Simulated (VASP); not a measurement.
# Li (P6_3/mmc) in VASP: further runs

Aim: see how the results for Li move with the level of theory and the settings. Levels: PBE, PBEsol. Tasks: density of states, electric field gradients.

Everything below comes from runs of VASP 6.6.1. Logs are shortened: lines on timing, memory, paths and dates and some standing lists are left out, and cuts for length are marked.

## 1. Starting point

Symmetry: P6_3/mmc, No. 194, hexagonal system. Conventional cell: a = 3.111 Å, b = 3.111 Å, c = 5.093 Å, α = 90.00°, β = 90.00°, γ = 120.00°. Li (site symmetry -6m2) is surrounded by 12 Li at 3.11 to 3.12 Å.

This isn't the form of Li at room conditions, which is bcc.

## 2. Density of states, PBE

POSCAR reads:

```
Li
1.0
    3.1110021516      0.0000000000      0.0000000000
   -1.5555010758      2.6942068945      0.0000000000
    0.0000000000      0.0000000000      5.0930000000
Li
2
Direct
    0.3333333333      0.6666666667      0.2500000000
    0.6666666667      0.3333333333      0.7500000000
```

INCAR.step1 reads:

```
ALGO = Normal
EDIFF = 1E-6
ENCUT = 520
GGA = PE
ISIF = 2
ISMEAR = -1
LASPH = T
LCHARG = T
LREAL = F
LWAVE = F
NBANDS = 10
NELM = 80
PREC = Accurate
SIGMA = 0.03
```

KPOINTS.step1 reads:

```
k-points
0
Gamma
  15 15 8
```

INCAR.step2 reads:

```
ALGO = Normal
EDIFF = 1E-6
ENCUT = 520
GGA = PE
ICHARG = 11
ISIF = 2
ISMEAR = -5
LASPH = T
LCHARG = F
LORBIT = 11
LREAL = F
LWAVE = F
NEDOS = 1001
NELM = 80
PREC = Accurate
SIGMA = 0.03
```

KPOINTS.step2 reads:

```
k-points
0
Gamma
  23 23 12
```

Potentials or basis: VASP PAW PBE potentials, release 64 (Li_sv).

The run is started by

```
> cat potpaw_PBE.64/Li_sv/POTCAR > POTCAR
> cp INCAR.step1 INCAR
> cp KPOINTS.step1 KPOINTS
> mpirun -np 1 vasp_std > vasp.out
> cp INCAR.step2 INCAR
> cp KPOINTS.step2 KPOINTS
> mpirun -np 1 vasp_std > vasp.out
```

OUTCAR:

```text
EDIFF = 1E-6
   ENCUT = 520
   GGA = PE
   ICHARG = 11
   ISIF = 2
   ISMEAR = -5
   LASPH = T
   LORBIT = 11
   LREAL = F
   NELM = 80
   PREC = Accurate

 ion  position               nearest neighbor table
   1  0.333  0.667  0.250-
   2  0.667  0.333  0.750-

  LATTYP: Found a hexagonal cell.
 ALAT       =     3.1110021516
 C/A-ratio  =     1.6370930497

  Lattice vectors:

 A1 = (   3.1110021516,   0.0000000000,   0.0000000000)
 A2 = (  -1.5555010758,   2.6942068945,   0.0000000000)
 A3 = (   0.0000000000,   0.0000000000,   5.0930000000)

Analysis of symmetry for initial positions (statically):
=====================================================================
 Subroutine PRICEL returns:
 Original cell was already a primitive cell.

 Routine SETGRP: Setting up the symmetry group for a
 hexagonal supercell.

 Subroutine GETGRP returns: Found 24 space group operations
 (whereof 12 operations were pure point group operations)
 out of a pool of 24 trial point group operations.

The static configuration has the point symmetry D_3d.
 The point group associated with its full space group is D_6h.

Analysis of symmetry for dynamics (positions and initial velocities):
=====================================================================
 Subroutine PRICEL returns:
 Original cell was already a primitive cell.

 Routine SETGRP: Setting up the symmetry group for a
 hexagonal supercell.

 Subroutine GETGRP returns: Found 24 space group operations
 (whereof 12 operations were pure point group operations)
 out of a pool of 24 trial point group operations.

The dynamic configuration has the point symmetry D_3d.
 The point group associated with its full space group is D_6h.

 Subroutine INISYM returns: Found 24 space group operations
 (whereof 12 operations are pure point group operations),
 and found     1 'primitive' translations

----------------------------------------------------------------------------------------

                                     Primitive cell

  volume of cell :      42.6879

  direct lattice vectors                    reciprocal lattice vectors
     3.111002152  0.000000000  0.000000000     0.321439829  0.185583372  0.000000000
    -1.555501076  2.694206895  0.000000000     0.000000000  0.371166744  0.000000000
     0.000000000  0.000000000  5.093000000     0.000000000  0.000000000  0.196347929

  length of vectors
     3.111002152  3.111002152  5.093000000     0.371166744  0.371166744  0.196347929

  position of ions in fractional coordinates (direct lattice)
     0.333333333  0.666666667  0.250000000
     0.666666667  0.333333333  0.750000000

  ion indices of the primitive-cell ions
   primitive index   ion index
                 1           1
                 2           2

----------------------------------------------------------------------------------------

 KPOINTS: k-points

Automatic generation of k-mesh.
 Grid dimensions read from file:
 generate k-points for:   23   23   12

 Generating k-lattice:

  Cartesian coordinates                     Fractional coordinates (reciprocal lattice)
     0.013975645  0.008068842  0.000000000     0.043478261 -0.000000000  0.000000000
     0.000000000  0.016137685  0.000000000     0.000000000  0.043478261  0.000000000
     0.000000000  0.000000000  0.016362327     0.000000000  0.000000000  0.083333333

  Length of vectors
     0.016137685  0.016137685  0.016362327

  Shift w.r.t. Gamma in fractional coordinates (k-lattice)
     0.000000000  0.000000000  0.000000000

 TETIRR: Found   6486 inequivalent tetrahedra from    38088

 Subroutine IBZKPT returns following result:
 ===========================================

 Found    392 irreducible k-points:

 Following reciprocal coordinates:
            Coordinates               Weight
  0.000000  0.000000  0.000000      1.000000
  0.043478 -0.000000  0.000000      6.000000
  0.086957 -0.000000  0.000000      6.000000
  0.130435 -0.000000  0.000000      6.000000
  0.173913 -0.000000  0.000000      6.000000
  0.217391 -0.000000  0.000000      6.000000
[... 16 lines left out ...]
  0.478261  0.043478  0.000000      6.000000
  0.086957  0.086957  0.000000      6.000000
 [... further k-points ...]
   k-points           NKPTS =    392   k-points in BZ     NKDIM =    392   number of bands    NBANDS=      7
   number of dos      NEDOS =   1001   number of ions     NIONS =      2
   total plane-waves  NPLWV =  23040
   dimension x,y,z NGX =    24 NGY =   24 NGZ =   40
   dimension x,y,z NGXF=    48 NGYF=   48 NGZF=   80
   ions per type =               2
   NGX,Y,Z   is equivalent  to a cutoff of  12.83, 12.83, 13.06 a.u.
   NGXF,Y,Z  is equivalent  to a cutoff of  25.65, 25.65, 26.11 a.u.
 SYSTEM =  unknown system
   PREC   = accura    normal or accurate (medium, high low for compatibility)
   ISTART =      0    job   : 0-new  1-cont  2-samecut
   ICHARG =     11    charge: 1-file 2-atom 10-const
   ISPIN  =      1    spin polarized calculation?
   LNONCOLLINEAR =      F non collinear calculations
   LSORBIT =      F    spin-orbit coupling
   LASPH  =      T    aspherical Exc in radial PAW
   ENCUT  =  520.0 eV  38.22 Ry    6.18 a.u.   5.78  5.78  9.47*2*pi/ulx,y,z
   NELM   =     80;   NELMIN=  2; NELMDL=  0     # of ELM steps
   EDIFF  = 0.1E-05   stopping-criterion for ELM
   LREAL  =      F    real-space projection
   EDIFFG = 0.1E-04   stopping-criterion for IOM
   NSW    =      0    number of steps for IOM
   IBRION =     -1    ionic relax: 0-MD 1-quasi-New 2-CG
   NFREE  =      0    steps in history (QN), initial steepest desc. (CG)
   ISIF   =      2    stress and relaxation
   ISYM   =      2    0-nonsym 1-usesym 2-fastsym
   POTIM  = 0.5000    time-step for ionic-motion
   TEBEG  =    0.0;   TEEND  =   0.0 temperature during run
   PSTRESS=    0.0 pullay stress
   NELECT =       6.0000    total number of electrons
   NUPDOWN=      -1.0000    fix difference up-down
   EMIN   =  10.00;   EMAX   =-10.00  energy-range for DOS
   EFERMI =   0.00;   METHOD = LEGACY
   ISMEAR =    -5;   SIGMA  =   0.03  broadening in eV -4-tet -1-fermi 0-gaus
   EFERMI_NEDOS =   21; number of points for ismear=-14 and -15
   IALGO  =     38    algorithm
   IMIX   =      4    mixing-type and parameters
     AMIX     =   0.40;   BMIX     =  1.00
     AMIX_MAG =   1.60;   BMIX_MAG =  1.00
  volume/ion in A,a.u.               =      21.34       144.04
  Fermi-wavevector in a.u.,A,eV,Ry     =   0.851184  1.608505  9.857621  0.724515
  Thomas-Fermi vector in A             =   1.967278
   LORBIT       =     11    0 simple, 1 ext, 2 COOP (PROOUT), +10 PAW based schemes
   GGA     = PE    functional components
   LHFCALC =     F    Hartree Fock is set to
   AEXX    =    0.0000 exact exchange contribution
   IVDW    =     0    specifies the selected vdW correction
   LEPSILON=     F    determine dielectric tensor
   LRPA    =     F    only Hartree local field effects (RPA)
 non-spin polarized calculation
 Fermi weights with tetrahedron method with Bloechl corrections
  energy-cutoff  :      520.00
  volume of cell :       42.69
 maximum number of plane-waves:      1182
 NGX is ok and might be reduce to    24

 number of electron       5.9999991 magnetization

 Free energy of the ion-electron system (eV)
  ---------------------------------------------------
  ext. energy  EPLUGINS =         0.00000000
  ---------------------------------------------------
  free energy    TOTEN  =        -3.80781985 eV

  energy without entropy =       -3.80781985  energy(sigma->0) =       -3.80781985

 E-fermi :   0.4798     XC(G=0):  -6.9198

 val. band max:        0.4994545677   @ k =   0.3478   0.0870   0.5000
 cond. band min:       0.3905595645   @ k =   0.3043   0.1304   0.5000
 fundamental gap:     -0.1088950031
 Fermi energy:         0.4798177571

 k-point     1 :       0.0000    0.0000    0.0000
  band No.  band energies     occupation
      1     -46.1332      2.00000
      2     -46.1189      2.00000
      3      -3.0086      2.00000
      4       0.4759      1.54748
      5       3.2235      0.00000
      6      12.5229      0.00000
      7      12.5230      0.00000

 k-point     2 :       0.0435   -0.0000    0.0000
  band No.  band energies     occupation
      1     -46.1330      2.00000
      2     -46.1188      2.00000
      3      -2.9792      2.00000
      4       0.5143      0.83457
      5       3.2362      0.00000
      6      12.1738      0.00000
      7      12.2648      0.00000

 k-point     3 :       0.0870   -0.0000    0.0000
  band No.  band energies     occupation
      1     -46.1323      2.00000
      2     -46.1184      2.00000
      3      -2.8906      2.00000
      4       0.6295     -0.11009
      5       3.2732      0.00000
      6      11.3334      0.00000
      7      11.7482      0.00000

 k-point     4 :       0.1304   -0.0000    0.0000
  band No.  band energies     occupation
      1     -46.1312      2.00000
      2     -46.1179      2.00000
      3      -2.7428      2.00000
      4       0.8213     -0.01302
      5       3.3309      0.00000
      6      10.2940      0.00000
      7      11.1902      0.00000

 k-point     5 :       0.1739   -0.0000    0.0000
  band No.  band energies     occupation
      1     -46.1298      2.00000
      2     -46.1172      2.00000
      3      -2.5359      2.00000
      4       1.0895      0.00000
      5       3.4031      0.00000
      6       9.2180      0.00000
      7      10.6570      0.00000
[... 161 lines left out ...]
 k-point    22 :       0.4348    0.0435    0.0000
  band No.  band energies     occupation
      1     -46.1190      2.00000
      2     -46.1141      2.00000
      3       0.1498      2.00000
      4       1.8160      0.00000
      5       4.6021      0.00000
      6       6.3437      0.00000
      7       6.6823      0.00000

 k-point    23 :       0.4783    0.0435    0.0000
  band No.  band energies     occupation
      1     -46.1186      2.00000
      2     -46.1141      2.00000
      3       0.4459      2.00000
      4       1.4914      0.00000
      5       5.0438      0.00000
      6       6.1689      0.00000
      7       6.4647      0.00000

 k-point    24 :       0.0870    0.0870    0.0000
  band No.  band energies     occupation
      1     -46.1306      2.00000
      2     -46.1176      2.00000
      3      -2.6540      2.00000
      4       0.9363      0.00000
      5       3.3656      0.00000
      6      10.0880      0.00000
      7      10.4385      0.00000

 [... further k-points ...]

------------------------ aborting loop because EDIFF is reached ----------------------------------------

  FORCE on cell =-STRESS in cart. coord.  units (eV):
  Direction    XX          YY          ZZ          XY          YZ          ZX
  --------------------------------------------------------------------------------------
  -------------------------------------------------------------------------------------
  Total       -0.1927532     -0.1927532     -0.2141268      0.0000000     -0.0000000      0.0000000
  in kB       -7.2344775     -7.2344775     -8.0366792      0.0000000     -0.0000000      0.0000000
  external PRESSURE =      -7.5018781 kB  Pullay stress =       0.0000000 kB

 VOLUME and BASIS-vectors are now :
 -----------------------------------------------------------------------------
  energy-cutoff  :      520.00
  volume of cell :       42.69
      direct lattice vectors                 reciprocal lattice vectors
     3.111002152  0.000000000  0.000000000     0.321439829  0.185583372  0.000000000
    -1.555501076  2.694206895  0.000000000     0.000000000  0.371166744  0.000000000
     0.000000000  0.000000000  5.093000000     0.000000000  0.000000000  0.196347929

 POSITION                                       TOTAL-FORCE (eV/Angst)
 -----------------------------------------------------------------------------------
     -0.00000      1.79614      1.27325         0.000000     -0.000000     -0.000000
      1.55550      0.89807      3.81975        -0.000000      0.000000      0.000000
 -----------------------------------------------------------------------------------
    total drift:                               -0.000000      0.000000      0.000000

  FREE ENERGIE OF THE ION-ELECTRON SYSTEM (eV)
  ---------------------------------------------------
  free  energy   TOTEN  =        -3.8078198548 eV

  energy  without entropy=       -3.8078198548  energy(sigma->0) =       -3.80781985

 total charge

# of ion       s       p       d       tot
------------------------------------------
    1        2.031   0.038   0.000   2.069
    2        2.031   0.038   0.000   2.069
--------------------------------------------------
tot          4.062   0.077   0.000   4.139
```

Wall time 60 s (1 thread of Intel Xeon Platinum 8259CL at 2.50GHz (Skylake/Cascade Lake), shared host); peak memory 0.21 GiB.

Results:

* Valence electrons inside the program's atomic spheres: Li 2.07

States per cell in windows of 0.5 eV (zero at the Fermi level; states under -8 eV left out):
```
from (eV)  total  Li1_p  Li2_p  Li1_s  Li2_s  Li1_d  Li2_d
     -8.0   0.00   0.00   0.00   0.00   0.00   0.00   0.00
     -7.5   0.00   0.00   0.00   0.00   0.00   0.00   0.00
     -7.0   0.00   0.00   0.00   0.00   0.00   0.00   0.00
     -6.5   0.00   0.00   0.00   0.00   0.00   0.00   0.00
     -6.0   0.00   0.00   0.00   0.00   0.00   0.00   0.00
     -5.5   0.00   0.00   0.00   0.00   0.00   0.00   0.00
     -5.0   0.00   0.00   0.00   0.00   0.00   0.00   0.00
     -4.5   0.00   0.00   0.00   0.00   0.00   0.00   0.00
     -4.0   0.00   0.00   0.00   0.00   0.00   0.00   0.00
     -3.5   0.10   0.00   0.00   0.00   0.00   0.00   0.00
     -3.0   0.20   0.00   0.00   0.01   0.01   0.00   0.00
     -2.5   0.22   0.00   0.00   0.01   0.01   0.00   0.00
     -2.0   0.31   0.00   0.00   0.01   0.01   0.00   0.00
     -1.5   0.35   0.01   0.01   0.01   0.01   0.00   0.00
     -1.0   0.35   0.01   0.01   0.01   0.01   0.00   0.00
     -0.5   0.49   0.02   0.02   0.01   0.01   0.00   0.00
      0.0   0.45   0.02   0.02   0.00   0.00   0.00   0.00
      0.5   0.47   0.02   0.02   0.00   0.00   0.00   0.00
      1.0   0.51   0.02   0.02   0.00   0.00   0.00   0.00
      1.5   0.33   0.02   0.02   0.00   0.00   0.00   0.00
      2.0   0.21   0.01   0.01   0.00   0.00   0.00   0.00
      2.5   0.14   0.01   0.01   0.00   0.00   0.00   0.00
      3.0   0.45   0.02   0.02   0.01   0.01   0.00   0.00
      3.5   0.72   0.03   0.03   0.01   0.01   0.00   0.00
      4.0   0.48   0.02   0.02   0.01   0.01   0.00   0.00
      4.5   0.40   0.02   0.02   0.01   0.01   0.00   0.00
      5.0   0.41   0.02   0.02   0.01   0.01   0.00   0.00
      5.5   0.55   0.03   0.03   0.01   0.01   0.00   0.00
      6.0   0.57   0.04   0.04   0.01   0.01   0.00   0.00
      6.5   0.45   0.03   0.03   0.01   0.01   0.00   0.00
      7.0   0.34   0.03   0.03   0.01   0.01   0.00   0.00
      7.5   0.34   0.03   0.03   0.00   0.00   0.00   0.00
```

Caveat: the cutoff is under 1.25 times the usual one of these potentials, so pressure, stress and relaxed cells hold a basis-set (Pulay) error; tetrahedron occupations give inexact forces and stress in metals.

## 3. Electric field gradients, PBEsol (volume scaled by 1.04)

INCAR reads:

```
SYSTEM = Li
PREC = Accurate
ENCUT = 520
EDIFF = 1E-8
ISMEAR = -1
SIGMA = 0.03
LREAL = .False.
LASPH = .True.
NELM = 60
ALGO = Normal
ISIF = 2
LWAVE = .False.
LCHARG = .False.
GGA = PS
LEFG = .True.
NBANDS = 10
```

KPOINTS reads:

```
regular mesh
0
Gamma
  15 15 8
  0 0 0
```

POSCAR reads:

```
Li
1.0
    3.1519410852      0.0000000000      0.0000000000
   -1.5759705426      2.7296610510      0.0000000000
    0.0000000000      0.0000000000      5.1600208437
Li
2
Direct
    0.3333333333      0.6666666667      0.2500000000
    0.6666666667      0.3333333333      0.7500000000
```

Potentials or basis: VASP PAW PBE potentials, release 64 (Li_sv).

The run is started by

```
> cat potpaw_PBE.64/Li_sv/POTCAR > POTCAR
> mpirun -np 1 vasp_std > vasp.out
```

OUTCAR:

```text
SYSTEM = Li
   PREC = Accurate
   ENCUT = 520
   EDIFF = 1E-8
   ISMEAR = -1
   LREAL = .False.
   LASPH = .True.
   NELM = 60
   ISIF = 2
   GGA = PS

 ion  position               nearest neighbor table
   1  0.333  0.667  0.250-
   2  0.667  0.333  0.750-

  LATTYP: Found a hexagonal cell.
 ALAT       =     3.1519410852
 C/A-ratio  =     1.6370930497

  Lattice vectors:

 A1 = (   3.1519410852,   0.0000000000,   0.0000000000)
[... 526 lines left out ...]

  FREE ENERGIE OF THE ION-ELECTRON SYSTEM (eV)
  ---------------------------------------------------
  free  energy   TOTEN  =        -3.9213516258 eV

  energy  without entropy=       -3.9180696067  energy(sigma->0) =       -3.91971062

 Electric field gradients (V/A^2)
---------------------------------------------------------------------
 ion       V_xx      V_yy      V_zz      V_xy      V_xz      V_yz
---------------------------------------------------------------------
   1       0.010     0.005    -0.015    -0.004     0.000    -0.000
   2       0.010     0.005    -0.015    -0.004    -0.000     0.000
---------------------------------------------------------------------

 Electric field gradients after diagonalization (V/A^2)
 (convention: |V_zz| > |V_xx| > |V_yy|)
----------------------------------------------------------------------
 ion       V_xx      V_yy      V_zz     asymmetry (V_yy - V_xx)/ V_zz
----------------------------------------------------------------------
   1       0.012     0.003    -0.015       0.570
   2       0.012     0.003    -0.015       0.570
----------------------------------------------------------------------

           NMR quadrupolar parameters

 Cq : quadrupolar parameter    Cq=e*Q*V_zz/h
 eta: asymmetry parameters     (V_yy - V_xx)/ V_zz
 Q  : nuclear electric quadrupole moment in mb (millibarn)
----------------------------------------------------------------------
 ion       Cq(MHz)       eta       Q (mb)
----------------------------------------------------------------------
   1      -0.000       0.570       1.000
   2      -0.000       0.570       1.000
----------------------------------------------------------------------
```

stdout:

```text
POSCAR found type information on POSCAR Li
 POSCAR found :  1 types and       2 ions
 scaLAPACK will be used
 -----------------------------------------------------------------------------
|                                                                             |
|                                                                             |
|     You enforced a specific xc type in the INCAR file but a different       |
|     I HOPE YOU KNOW WHAT YOU ARE DOING!                                     |
|                                                                             |
 -----------------------------------------------------------------------------

 LDA part: xc-table for (Slater+PW92), standard interpolation
 POSCAR, INCAR and KPOINTS ok, starting setup
 FFT: planning ... GRIDC
 FFT: planning ... GRID_SOFT
 FFT: planning ... GRID
 WAVECAR not read
 entering main loop
ion   1

ion   2
```

It took 78 s on 1 thread of Intel Xeon Platinum 8175M at 2.50GHz (Skylake/Cascade Lake), shared host; peak memory 0.18 GiB.

Results:

```
Free energy            : -3.9214 eV
Band gap on the k mesh : none (metal or under the smearing width)
```

Electric field gradients, principal values (V/Å²):
| atom | Vxx | Vyy | Vzz |
| --- | --- | --- | --- |
| 1 Li | 0.003 | 0.012 | -0.015 |
| 2 Li | 0.003 | 0.012 | -0.015 |

Caveat: the cutoff is under 1.25 times the usual one of these potentials, so pressure, stress and relaxed cells hold a basis-set (Pulay) error; the PAW data sets were made with another functional, which shifts forces and pressure a little.
